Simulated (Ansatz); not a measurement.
Theory: Ansatz, DFT PBE, scalar-relativistic, plane waves, PAW. Several structures of CuSbSe₄ were relaxed, and the powder pattern of one of them was computed from 10° to 70° in 2θ (λ = 1.5406 Å; lines under 1 % are left out).

Cu Kα1 powder pattern (kinematic, no thermal factors).
```json
{"2θ (°)": "11.65", "relative intensity": "100"}
{"2θ (°)": "13.33", "relative intensity": "5"}
{"2θ (°)": "26.84", "relative intensity": "21"}
{"2θ (°)": "26.90", "relative intensity": "5"}
{"2θ (°)": "27.69", "relative intensity": "2"}
{"2θ (°)": "28.98", "relative intensity": "2"}
{"2θ (°)": "29.22", "relative intensity": "17"}
{"2θ (°)": "31.14", "relative intensity": "25"}
{"2θ (°)": "32.72", "relative intensity": "1"}
{"2θ (°)": "33.91", "relative intensity": "4"}
{"2θ (°)": "35.04", "relative intensity": "40"}
{"2θ (°)": "35.79", "relative intensity": "3"}
{"2θ (°)": "38.07", "relative intensity": "12"}
{"2θ (°)": "38.90", "relative intensity": "3"}
{"2θ (°)": "40.75", "relative intensity": "2"}
{"2θ (°)": "41.06", "relative intensity": "2"}
{"2θ (°)": "43.65", "relative intensity": "9"}
{"2θ (°)": "46.32", "relative intensity": "5"}
{"2θ (°)": "47.45", "relative intensity": "11"}
{"2θ (°)": "47.56", "relative intensity": "2"}
{"2θ (°)": "47.70", "relative intensity": "16"}
{"2θ (°)": "47.92", "relative intensity": "2"}
{"2θ (°)": "47.94", "relative intensity": "2"}
{"2θ (°)": "49.49", "relative intensity": "8"}
{"2θ (°)": "50.59", "relative intensity": "9"}
{"2θ (°)": "51.03", "relative intensity": "5"}
{"2θ (°)": "51.28", "relative intensity": "5"}
{"2θ (°)": "52.29", "relative intensity": "3"}
{"2θ (°)": "54.37", "relative intensity": "2"}
{"2θ (°)": "55.13", "relative intensity": "1"}
{"2θ (°)": "57.19", "relative intensity": "5"}
{"2θ (°)": "58.40", "relative intensity": "2"}
{"2θ (°)": "58.88", "relative intensity": "2"}
{"2θ (°)": "59.64", "relative intensity": "8"}
{"2θ (°)": "61.02", "relative intensity": "2"}
{"2θ (°)": "61.43", "relative intensity": "4"}
{"2θ (°)": "62.56", "relative intensity": "1"}
{"2θ (°)": "62.89", "relative intensity": "1"}
{"2θ (°)": "64.67", "relative intensity": "1"}
{"2θ (°)": "64.95", "relative intensity": "2"}
{"2θ (°)": "65.58", "relative intensity": "2"}
{"2θ (°)": "66.19", "relative intensity": "1"}
{"2θ (°)": "68.40", "relative intensity": "2"}
{"2θ (°)": "68.57", "relative intensity": "2"}
```

Problem. Which structure gives it?
A. Space group P-6m2 (No. 187), hexagonal, a = 3.822 Å, c = 10.953 Å. Cu has 6 Se at 2.54 Å; Sb is surrounded by 6 Se at 2.88 Å; Se on its first site has 1 Se at 2.53 Å, 3 Cu at 2.54 Å and 3 Se at 3.23 Å; 1 more site not described.
B. Space group P2/m (No. 10), monoclinic, a = 6.733 Å, b = 3.681 Å, c = 7.695 Å, β = 99.6°. Cu is surrounded by 4 Se at 2.38 Å; around Sb lie 6 Se at 2.66–2.75 Å; Se on its first site is surrounded by 2 Sb at 2.66 Å; 1 more site not described.
C. Space group I-42m (No. 121), tetragonal, a = 5.212 Å, c = 12.530 Å. Around Cu lie 4 Se at 2.37 Å; around Sb lie 4 Se at 2.54 Å; Se has 1 Cu at 2.37 Å and 1 Sb at 2.54 Å.
D. Space group R-3m (No. 166), trigonal, a = 4.599 Å, c = 23.047 Å. Around Cu lie 2 Se at 2.52 Å and 6 Se at 2.68 Å; around Sb lie 6 Se at 2.97 Å and 2 Se at 3.50 Å; around Se on its first site lie 3 Cu at 2.68 Å, 3 Se at 2.74 Å, 3 Se at 3.43 Å and 1 Sb at 3.50 Å; 1 more site not described.

Solution. B. Its strongest line, at 2θ = 11.65°, has d = λ/(2 sin θ) = 7.587 Å and is the (0 0 1) reflection of the conventional P2/m cell with a = 6.733 Å, b = 3.681 Å, c = 7.695 Å, β = 99.6°. The others have their strongest lines at 31.6° (A); 28.1° (C); 39.1° (D).

The cells needn't be stable.
